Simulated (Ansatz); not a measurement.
Rocksalt LiCl, relaxed with r2SCAN in the PAW code Ansatz. It is cubic, Fm-3m (No. 225); conventional cell a = 5.112 Å, 16.70 Å³ an atom. Around Li lie 6 Cl at 2.56 Å; around Cl lie 6 Li at 2.56 Å.

The axes x, y and z are those of this cell:
```
Li Cl
1.0
     0.00000    2.55604    2.55604
     2.55604    0.00000    2.55604
     2.55604    2.55604    0.00000
Li Cl
1 1
Cartesian
  0.0000 0.0000 0.0000
  2.5560 2.5560 2.5560
```

Unstrained: PBE gives an indirect gap of 6.384 eV, from Γ–K (0.20 of the way from Γ) to Γ; the least direct gap is 6.387 eV at Γ. Least and direct gap differ so little that the kind isn't settled. With r2SCAN the valence top lies at Γ–K (0.20 of the way from Γ) and the conduction bottom at Γ, 7.291 eV higher; the smallest vertical gap, at Γ, is 7.291 eV. Least and direct gap differ so little that the kind isn't settled. The HSE06 gap is indirect, 7.785 eV (Γ–K (0.20 of the way from Γ) to Γ), below the direct gap of 7.787 eV at Γ. Least and direct gap differ so little that the kind isn't settled. Meshes: PBE 8×8×8, r2SCAN 8×8×8, HSE06 6×6×6. Strains are changes of length per length. After each strain the atoms were relaxed again with r2SCAN within the symmetry that the strain leaves, so tilts or polar shifts that break it weren't tested; points keep the names that they have in the unstrained zone. Spin-unpolarised throughout; all numbers are computed.

Q: One strain changed the r2SCAN stress by xx -0.77, yy -0.77, zz -0.77, xy -0.42, xz -0.42, yz -0.42 GPa (compression positive) and the gap by -0.185 eV (PBE), -0.200 eV (r2SCAN), -0.195 eV (HSE06). Which kind of strain was it, and roughly how large?

A: Uniaxial +2.38 % along [111], other directions held. The pattern of the stress gives the kind; the size needs the stiffness, so it is an estimate.

Q: Apply uniaxial +2.43 % along z, other directions held. How far does the gap move, against the unstrained cell?

A: PBE: the gap goes from 6.384 to 6.211 eV (-0.173 eV); least and direct gap lie within 0.04 eV, so its kind isn't settled. r2SCAN: the gap goes from 7.291 to 7.104 eV (-0.187 eV); least and direct gap lie within 0.04 eV, so its kind isn't settled. HSE06: the gap goes from 7.785 to 7.600 eV (-0.185 eV); least and direct gap lie within 0.04 eV, so its kind isn't settled. The r2SCAN energy rises by 1.7 meV an atom.

Q: For epitaxial -5.31 % in the xy plane, how far does the free direction move, and what happens to the gap?

A: The normal strain at zero normal stress is +4.43 %, 0.84 of the in-plane strain with the sign turned. PBE: the gap goes from 6.384 to 6.657 eV (+0.273 eV); the edges go from Γ–K (0.20) → Γ to Γ → L. r2SCAN: the gap goes from 7.291 to 7.436 eV (+0.145 eV); the edges go from Γ–K (0.20) → Γ to Γ → L. HSE06: the gap goes from 7.785 to 8.031 eV (+0.246 eV); the edges go from Γ–K (0.20) → Γ to Γ → L.

Where an edge lies off the special points, it is a point of the mesh or the k point where a search put PBE's edge or least direct gap, reused for the other functionals, whose own edges may lie a little apart.

The meshes of the hybrids are coarse, so their gaps aren't converged to the digits shown.
